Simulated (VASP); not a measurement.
Set up this calculation in VASP 6.6.1, as the native input.

```
Task                   : relaxation of cell and atoms
Functional             : r2SCAN
Potentials or basis    : VASP PAW PBE potentials, release 64 (Si, C)
Cutoff                 : 600 eV
k mesh                 : 10 × 10 × 10
Occupations            : gaussian, width 0.03 eV
Spin                   : no spin polarisation
Further INCAR settings : ALGO = Normal; EDIFF = 1e-07; IBRION = 2; EDIFFG = -0.005; NSW = 90; ISIF = 3
```

The structure of SiC (Moissanite 3C) lies in POSCAR:

```
SiC                                     
1.0
    0.0000000000      2.1770435138      2.1770435138
    2.1770435138      0.0000000000      2.1770435138
    2.1770435138      2.1770435138     -0.0000000000
  Si              C             
     1     1
Direct
     0.0000000000000000    0.0000000000000000    0.0000000000000000
     0.2500000000000000    0.2500000000000000    0.2500000000000000
```

These files were run (other wordings do the same):

INCAR

```
PREC = Accurate
ENCUT = 600
EDIFF = 1E-7
ISMEAR = 0
SIGMA = 0.03
LREAL = F
LASPH = T
NELM = 80
ALGO = Normal
ISIF = 3
LWAVE = F
LCHARG = F
METAGGA = R2SCAN
LMIXTAU = T
IBRION = 2
NSW = 90
EDIFFG = -0.005
```

KPOINTS

```
Automatic mesh
0
Gamma
  10 10 10
```

Potentials or basis: VASP PAW PBE potentials, release 64 (Si, C).

The run is started by

```sh
$ cat potpaw_PBE.64/Si/POTCAR potpaw_PBE.64/C/POTCAR > POTCAR
$ mpirun -np 1 vasp_std > vasp.out
```

It gave:

```yaml
Pressure_after_relaxing: 0.0 GPa
Band_gap_on_the_k_mesh: 1.72 eV, indirect (least direct gap 5.06 eV)
```

Caveat: the relaxation stopped at its first step, so nothing moved; the PAW data sets were made with another functional, which shifts forces and pressure a little.

Run time: 60 s on 1 thread of Intel(R) Xeon(R) Platinum 8259CL CPU @ 2.50GHz (Skylake/Cascade Lake), with other jobs on the host, peak memory 0.16 GiB.
